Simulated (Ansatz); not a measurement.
# GaAs: electron localisation function with r2SCANh

Crystal: GaAs.

```
CELL_PARAMETERS angstrom
0.00000 2.82685 2.82685
2.82685 0.00000 2.82685
2.82685 2.82685 0.00000
ATOMIC_POSITIONS crystal
As 0.75000 0.75000 0.75000
Ga 0.00000 0.00000 0.00000
```

```
Program             : Ansatz 0.2.0
Task                : electron localisation function
Functional          : r2SCANh
Potentials or basis : Ansatz PAW
Cutoff              : 600 eV
Density cutoff      : 2400 eV
k mesh              : 5 × 5 × 5
Occupations         : fermi-dirac, width 0.025 eV
Spin                : no spin polarisation
```

```yaml
Pressure: 0.1 GPa
Band_gap_on_the_k_mesh: 1.52 eV, direct
```

Levels at points of the mesh, in eV from the valence-band top:
| k point | band 11 | band 12 | band 13 | band 14 | band 15 | band 16 | band 17 | band 18 |
| --- | --- | --- | --- | --- | --- | --- | --- | --- |
| (0.00, 0.00, 0.00) | -13.68 | 0.00 | 0.00 | 0.00 | 1.52 | 4.58 | 4.58 | 4.58 |

Wall time 52 s on 1 thread of Arm Neoverse V1, on a shared host, peak memory 1.5 GiB.

Caveat: odd divisions of the mesh miss points on the zone boundary, where band edges often lie, so the gap on the mesh can be too wide; the PAW data sets come from PBE, with cores solved anew for the run's functional, which leaves a small shift of forces and pressure; the thresholds are loose for stress. A k mesh can miss the band edges.
